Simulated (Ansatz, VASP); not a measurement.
**PbSe: VASP beside Ansatz**

The input INCAR:

```
ALGO = Normal
EDIFF = 1E-6
ENCUT = 520
GGA = PE
ISIF = 2
ISMEAR = 0
LASPH = True
LCHARG = False
LREAL = False
LWAVE = False
NBANDS = 17
NELM = 100
PREC = Accurate
SIGMA = 0.03
```

File KPOINTS:

```
k-points
0
Gamma
  10 10 10
```

Contents of POSCAR:

```
PbSe
1.0
    0.0000000000      3.0621500000      3.0621500000
    3.0621500000      0.0000000000      3.0621500000
    3.0621500000      3.0621500000      0.0000000000
Pb Se
1 1
Direct
    0.0000000000      0.0000000000      0.0000000000
    0.5408209918      0.5408209918      0.4591790082
```

Input for Ansatz:

```yaml
crystal:
  lattice:
    - [0.0, 3.06215, 3.06215]
    - [3.06215, 0.0, 3.06215]
    - [3.06215, 3.06215, 0.0]
  atoms:
    - { symbol: Pb, position: [0.0, 0.0, 0.0] }
    - { symbol: Se, position: [0.5408209918, 0.5408209918, 0.4591790082] }
basis:
  ecutwfc: 420
kpoints:
  mp_grid: { grid: [10, 10, 10] }
hamiltonian:
  xc: pbe
scf:
  occupations: { method: gaussian, width: 0.03 }
output:
  forces: true
  stress: true
  eigenvalues: true
```

Change from the starting cell: all Se atoms moved -0.250 Å, as atom 2 towards its neighbour atom 1 (Pb) at 3.062 Å.

Alike in both runs: task single point; functional PBE; k mesh 10 × 10 × 10; occupations gaussian, width 0.03 eV; no spin polarisation.

```csv
,VASP,Ansatz
version,VASP 6.6.1,Ansatz 0.2.0
potentials or method,"VASP PAW PBE potentials, release 64 (Pb_d, Se)","scalar-relativistic, plane waves, PAW"
plane-wave cutoff (eV),520,420
valence electrons in the cell,20,30
```

```csv
,VASP,Ansatz,Ansatz less VASP
gap on the k mesh at the Fermi level (eV),0.81,0.81,-0.006
least direct gap on the mesh (eV),0.81,0.81,-0.006
pressure (GPa),3.3,3.3,+0.01
largest component of the traceless stress (GPa),1.84,1.82,-0.018
rms of the force components (eV/Å),0.217,0.214,-0.0034
```

Atom by atom the forces differ by 0.003 eV/Å (rms over components). The two sets of potentials don't hold the same shells in valence.

Caveats: spin-orbit coupling is left out, which as a rule narrows the gap of such compounds by several tenths of an eV. A k mesh can miss the band edges.
